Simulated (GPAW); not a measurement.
The system is ZrO2.

```
Zr O
1.0
     0.00000    2.54507    2.54507
     2.54507    0.00000    2.54507
     2.54507    2.54507    0.00000
Zr O
1 2
Direct
  0.00000 0.00000 0.00000
  0.75000 0.75000 0.75000
  0.25000 0.25000 0.25000
```

Measurements of this composition are mostly on another form, of space group No. 14.

Program: GPAW 26.7.0. Alike in all runs: task band structure; no spin polarisation; cell as given; k mesh 9 × 9 × 9; cutoff (eV) 800; smearing fermi-dirac 0.05 eV.

**Question.** Order these runs on this cell by their pressure, lowest first.
A. level TPSS; potentials or basis GPAW PAW data sets (gpaw-data 1.2.1), pw; eigensolver davidson
B. level BLYP; potentials or basis PAW data sets generated in the run's folder for this functional, pw; eigensolver davidson
C. level PBEsol; potentials or basis PAW data sets generated in the run's folder for this functional, pw
D. level LDA; potentials or basis the program's PAW data sets (release 1.2.1) made for this functional, pw
E. level PBE; potentials or basis GPAW PAW data sets (gpaw-data 1.2.1), pw

**Answer.** D (-12.1 GPa), C (-5.6 GPa), A (-0.7 GPa), E (1.7 GPa), B (7.5 GPa).

Caveats: the PAW data sets were made with another functional, which shifts forces and pressure a little (some runs).
